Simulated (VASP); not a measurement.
# ZnS (P6_3mc) in VASP: notebook

ZnS is run at these levels: PBEsol, PBE+D3(BJ), revPBE+D3(BJ); tasks: single point.

Program: VASP 6.6.1. These are calculated values, not measurements. Logs are shortened: lines on timing, memory, paths and dates and some standing lists are left out, and cuts for length are marked.

**Measured values to compare with.**

A printed reference work, monograph reports, for a bulk crystal of ZnS at 4 K: band gap 3.911 eV (direct).

How close the calculation comes is told below.

### 1 The cell of the first run

It takes space group P6_3mc (No. 186, hexagonal). The conventional cell has a = 3.797 Å, b = 3.797 Å, c = 12.436 Å, α = 90.00°, β = 90.00°, γ = 120.00°. Zn (site symmetry 3m) has 4 S at 2.33 Å within 3.1 Å. Zn (site symmetry 3m) has 4 S at 2.33 Å within 3.1 Å. S (site symmetry 3m) has 4 Zn at 2.33 Å within 3.1 Å. Within 3.1 Å of S (site symmetry 3m) lie 4 Zn at 2.33 Å.

### 2 Single point, PBEsol

The input, INCAR:

```
  PREC = Accurate
  ENCUT = 520
  EDIFF = 1E-7
  ISMEAR = -1
  SIGMA = 0.05
  LREAL = F
  LASPH = T
  NELM = 80
  ALGO = Normal
  ISIF = 2
  LWAVE = F
  LCHARG = T
  GGA = PS
  LELF = T
  LVHAR = T
  NBANDS = 46
```

The input, KPOINTS:

```
Automatic mesh
0
Gamma
  8 8 3
```

The input, POSCAR:

```
ZnS
1.0
    3.7970435223      0.0000000000      0.0000000000
   -1.8985217611      3.2883361495      0.0000000000
    0.0000000000      0.0000000000     12.4359706225
Zn S
4 4
Direct
    0.6666666667      0.3333333333      0.7500000000
    0.3333333333      0.6666666667      0.2500000000
    0.0000000000      0.0000000000      0.5000000000
    0.0000000000      0.0000000000      0.0000000000
    0.6666666667      0.3333333333      0.9375000000
    0.3333333333      0.6666666667      0.4375000000
    0.0000000000      0.0000000000      0.6875000000
    0.0000000000      0.0000000000      0.1875000000
```

Potentials or basis: VASP PAW PBE potentials, release 64 (Zn, S).

The run is started by

```console
$ cat potpaw_PBE.64/Zn/POTCAR potpaw_PBE.64/S/POTCAR > POTCAR
$ mpirun -np 1 vasp_std > vasp.out
```

OUTCAR:

```text
PREC = Accurate
   ENCUT = 520
   EDIFF = 1E-7
   ISMEAR = -1
   LREAL = F
   LASPH = T
   NELM = 80
   ISIF = 2
   GGA = PS

 ion  position               nearest neighbor table
   1  0.667  0.333  0.750-   7 2.33   7 2.33   7 2.33   5 2.33
   2  0.333  0.667  0.250-   8 2.33   8 2.33   8 2.33   6 2.33
   3  0.000  0.000  0.500-   6 2.33   6 2.33   6 2.33   7 2.33
   4  0.000  0.000  0.000-   5 2.33   5 2.33   5 2.33   8 2.33
   5  0.667  0.333  0.938-   4 2.33   4 2.33   4 2.33   1 2.33
   6  0.333  0.667  0.438-   3 2.33   3 2.33   3 2.33   2 2.33
   7  0.000  0.000  0.688-   1 2.33   1 2.33   1 2.33   3 2.33
   8  0.000  0.000  0.188-   2 2.33   2 2.33   2 2.33   4 2.33

  LATTYP: Found a hexagonal cell.
 ALAT       =     3.7970435223
 C/A-ratio  =     3.2751719988

  Lattice vectors:

 A1 = (   3.7970435223,   0.0000000000,   0.0000000000)
 A2 = (  -1.8985217611,   3.2883361495,   0.0000000000)
 A3 = (   0.0000000000,   0.0000000000,  12.4359706225)

Analysis of symmetry for initial positions (statically):
=====================================================================
 Subroutine PRICEL returns:
 Original cell was already a primitive cell.

 Routine SETGRP: Setting up the symmetry group for a
 hexagonal supercell.

 Subroutine GETGRP returns: Found 12 space group operations
 (whereof  6 operations were pure point group operations)
 out of a pool of 24 trial point group operations.

The static configuration has the point symmetry C_3v.
 The point group associated with its full space group is C_6v.

Analysis of symmetry for dynamics (positions and initial velocities):
=====================================================================
 Subroutine PRICEL returns:
 Original cell was already a primitive cell.

 Routine SETGRP: Setting up the symmetry group for a
 hexagonal supercell.

 Subroutine GETGRP returns: Found 12 space group operations
 (whereof  6 operations were pure point group operations)
 out of a pool of 24 trial point group operations.

The dynamic configuration has the point symmetry C_3v.
 The point group associated with its full space group is C_6v.

 Subroutine INISYM returns: Found 12 space group operations
 (whereof  6 operations are pure point group operations),
 and found     1 'primitive' translations

[... 103 lines left out ...]
   EDIFFG = 0.1E-05   stopping-criterion for IOM
   NSW    =      0    number of steps for IOM
   IBRION =     -1    ionic relax: 0-MD 1-quasi-New 2-CG
   NFREE  =      0    steps in history (QN), initial steepest desc. (CG)
   ISIF   =      2    stress and relaxation
   ISYM   =      2    0-nonsym 1-usesym 2-fastsym
   POTIM  = 0.5000    time-step for ionic-motion
   TEBEG  =    0.0;   TEEND  =   0.0 temperature during run
   PSTRESS=    0.0 pullay stress
   NELECT =      72.0000    total number of electrons
   NUPDOWN=      -1.0000    fix difference up-down
   EMIN   =  10.00;   EMAX   =-10.00  energy-range for DOS
   EFERMI =   0.00;   METHOD = LEGACY
   ISMEAR =    -1;   SIGMA  =   0.05  broadening in eV -4-tet -1-fermi 0-gaus
   EFERMI_NEDOS =   21; number of points for ismear=-14 and -15
   IALGO  =     38    algorithm
   IMIX   =      4    mixing-type and parameters
     AMIX     =   0.40;   BMIX     =  1.00
     AMIX_MAG =   1.60;   BMIX_MAG =  1.00
  volume/ion in A,a.u.               =      19.41       130.98
  Fermi-wavevector in a.u.,A,eV,Ry     =   1.267122  2.394514 21.845497  1.605599
  Thomas-Fermi vector in A             =   2.400287
   LORBIT       =      0    0 simple, 1 ext, 2 COOP (PROOUT), +10 PAW based schemes
   GGA     = PS    functional components
   LHFCALC =     F    Hartree Fock is set to
   AEXX    =    0.0000 exact exchange contribution
   IVDW    =     0    specifies the selected vdW correction
   LEPSILON=     F    determine dielectric tensor
   LRPA    =     F    only Hartree local field effects (RPA)
 non-spin polarized calculation
  energy-cutoff  :      520.00
  volume of cell :      155.27
 maximum number of plane-waves:      4204
   NGX = 15   NGY = 15   NGZ = 47

 number of electron      71.9999974 magnetization

 Free energy of the ion-electron system (eV)
  ---------------------------------------------------
  ext. energy  EPLUGINS =         0.00000000
  ---------------------------------------------------
  free energy    TOTEN  =       -30.34401924 eV

  energy without entropy =      -30.34401924  energy(sigma->0) =      -30.34401924

 E-fermi :   3.1986     XC(G=0):  -9.9225

 val. band max:        2.1754462697   @ k =   0.0000   0.0000   0.0000
 cond. band min:       4.2602018238   @ k =   0.0000   0.0000   0.0000
 fundamental gap:      2.0847555541
 Fermi energy:         3.1985929469

 k-point     1 :       0.0000    0.0000    0.0000
  band No.  band energies     occupation
      1     -11.1083      2.00000
      2     -10.6716      2.00000
      3     -10.6596      2.00000
      4     -10.1326      2.00000
      5      -4.2641      2.00000
      6      -4.2600      2.00000
[... 969 lines left out ...]
     45       9.4227      0.00000
     46       9.7035      0.00000

------------------------ aborting loop because EDIFF is reached ----------------------------------------

  FORCE on cell =-STRESS in cart. coord.  units (eV):
  Direction    XX          YY          ZZ          XY          YZ          ZX
  --------------------------------------------------------------------------------------
  -------------------------------------------------------------------------------------
  Total       -0.5159777     -0.5159777     -0.6569776     -0.0000000      0.0000000      0.0000000
  in kB       -5.3240244     -5.3240244     -6.7789075     -0.0000000      0.0000000      0.0000000
  external PRESSURE =      -5.8089854 kB  Pullay stress =       0.0000000 kB

 VOLUME and BASIS-vectors are now :
 -----------------------------------------------------------------------------
  energy-cutoff  :      520.00
  volume of cell :      155.27
      direct lattice vectors                 reciprocal lattice vectors
     3.797043522  0.000000000  0.000000000     0.263362796  0.152052581  0.000000000
    -1.898521761  3.288336150  0.000000000     0.000000000  0.304105163  0.000000000
     0.000000000  0.000000000 12.435970622     0.000000000  0.000000000  0.080411898

 POSITION                                       TOTAL-FORCE (eV/Angst)
 -----------------------------------------------------------------------------------
      1.89852      1.09611      9.32698         0.000000     -0.000000      0.007261
     -0.00000      2.19222      3.10899         0.000000     -0.000000      0.007261
      0.00000      0.00000      6.21799        -0.000000      0.000000      0.025072
      0.00000      0.00000      0.00000        -0.000000      0.000000      0.025072
      1.89852      1.09611     11.65872        -0.000000      0.000000      0.012964
     -0.00000      2.19222      5.44074        -0.000000      0.000000      0.012964
      0.00000      0.00000      8.54973        -0.000000      0.000000     -0.045297
      0.00000      0.00000      2.33174        -0.000000      0.000000     -0.045297
 -----------------------------------------------------------------------------------
    total drift:                               -0.000002     -0.000003     -0.000670

  FREE ENERGIE OF THE ION-ELECTRON SYSTEM (eV)
  ---------------------------------------------------
  free  energy   TOTEN  =       -30.3440192432 eV

  energy  without entropy=      -30.3440192431  energy(sigma->0) =      -30.34401924
```

OSZICAR:

```text
N       E                     dE             d eps       ncg     rms          rms(c)
DAV:   1     0.591486352291E+03    0.59149E+03   -0.33207E+04  1840   0.190E+03
DAV:   2     0.499186269595E+02   -0.54157E+03   -0.52033E+03  1846   0.440E+02
DAV:   3    -0.280722653634E+02   -0.77991E+02   -0.76831E+02  2020   0.154E+02
DAV:   4    -0.319102183465E+02   -0.38380E+01   -0.38207E+01  2252   0.339E+01
DAV:   5    -0.319691714056E+02   -0.58953E-01   -0.58917E-01  2150   0.435E+00    0.138E+01
DAV:   6    -0.303165554902E+02    0.16526E+01   -0.39401E+00  2630   0.453E+01    0.106E+01
DAV:   7    -0.304078115749E+02   -0.91256E-01   -0.42057E+00  2044   0.834E+00    0.390E+00
DAV:   8    -0.303488529972E+02    0.58959E-01   -0.19845E-01  2358   0.403E+00    0.106E+00
DAV:   9    -0.303437307831E+02    0.51222E-02   -0.75114E-02  2368   0.265E+00    0.326E-01
DAV:  10    -0.303437363652E+02   -0.55821E-05   -0.34030E-03  2220   0.682E-01    0.212E-01
DAV:  11    -0.303440190321E+02   -0.28267E-03   -0.10018E-03  2632   0.243E-01    0.761E-02
DAV:  12    -0.303440113657E+02    0.76664E-05   -0.18387E-04  2240   0.223E-01    0.233E-02
DAV:  13    -0.303440171719E+02   -0.58062E-05   -0.39844E-05  2440   0.542E-02    0.139E-02
DAV:  14    -0.303440192362E+02   -0.20643E-05   -0.65424E-06  2050   0.440E-02    0.617E-03
DAV:  15    -0.303440192482E+02   -0.11995E-07   -0.34207E-06  2226   0.921E-03    0.279E-03
DAV:  16    -0.303440192432E+02    0.50550E-08   -0.39008E-07  1826   0.751E-03
   1 F= -.30344019E+02 E0= -.30344019E+02  d E =-.707651E-10
```

Run time: 80 s. Hardware: 1 thread of AMD EPYC 9R45 (Zen 5), shared host; peak memory 0.28 GiB.

What came out:

```yaml
Free_energy: -30.3440 eV
Pressure: -0.6 GPa
Largest_force: 0.045 eV/Å
Band_gap_on_the_k_mesh: 2.08 eV
```

Forces on the atoms (eV/Å):
```
Zn   0.000  0.000  0.007
Zn   0.000  0.000  0.007
Zn   0.000  0.000  0.025
Zn   0.000  0.000  0.025
S    0.000  0.000  0.013
S    0.000  0.000  0.013
S    0.000  0.000 -0.045
S    0.000  0.000 -0.045
```

Levels at points of the mesh, in eV from the valence-band top:
```
           k point  band 34  band 35  band 36  band 37  band 38  band 39
(0.00, 0.00, 0.00)    -0.04     0.00     0.00     2.08     3.11     3.33
(0.50, 0.00, 0.00)    -1.64    -1.16    -0.91     3.19     3.21     3.64
```

Caveat: the PAW data sets were made with another functional, which shifts forces and pressure a little.

### 3 Single point, PBE+D3(BJ)

This run uses another cell than the first one, of 19.81 Å³/atom.

The input, INCAR:

```
PREC = Accurate
ENCUT = 520
EDIFF = 1E-6
ISMEAR = -1
SIGMA = 0.05
LREAL = F
LASPH = T
NELM = 80
ALGO = Normal
ISIF = 2
LWAVE = F
LCHARG = T
GGA = PE
IVDW = 12
LELF = T
LVHAR = T
NBANDS = 46
```

KPOINTS is that of step 2.

Changes to POSCAR since step 2:

```diff
@@ -2,5 +2,5 @@
 1.0
-    3.7970435223      0.0000000000      0.0000000000
-   -1.8985217611      3.2883361495      0.0000000000
-    0.0000000000      0.0000000000     12.4359706225
+    3.8227000000      0.0000000000      0.0000000000
+   -1.9113500000      3.3105553110      0.0000000000
+    0.0000000000      0.0000000000     12.5200000000
 Zn S
```

Potentials or basis: VASP PAW PBE potentials, release 64 (Zn, S).

The run is started by

```console
$ cat potpaw_PBE.64/Zn/POTCAR potpaw_PBE.64/S/POTCAR > POTCAR
$ mpirun -np 1 vasp_std > vasp.out
```

Run time: 82 s. Hardware: 1 thread of AMD EPYC 9R45 (Zen 5), shared host; peak memory 0.29 GiB.

Results (log left out):

```
Free energy                : -29.8365 eV
Pressure                   : -1.2 GPa
Largest force              : 0.047 eV/Å
Band gap on the k mesh     : 2.13 eV
Dispersion energy per atom : -0.307 eV
```

Forces on the atoms (eV/Å):
```
Zn   0.000  0.000  0.008
Zn   0.000  0.000  0.008
Zn   0.000  0.000  0.026
Zn   0.000  0.000  0.026
S    0.000  0.000  0.013
S    0.000  0.000  0.013
S    0.000  0.000 -0.047
S    0.000  0.000 -0.047
```

Stress tensor (GPa, compression positive):
```
-1.20  0.00  0.00
 0.00 -1.20  0.00
 0.00  0.00 -1.32
```

Levels at points of the mesh, in eV from the valence-band top:
```csv
k point,band 33,band 34,band 35,band 36,band 37,band 38,band 39,band 40
"(0.00, 0.00, 0.00)",-0.45,-0.04,0.00,0.00,2.13,3.19,3.39,3.63
"(0.50, 0.00, 0.00)",-1.58,-1.57,-1.10,-0.87,3.31,3.37,3.77,4.35
```

Caveat: an odd mesh through Γ misses points on the zone boundary, where band edges can lie.

[end of part 1 of 2]
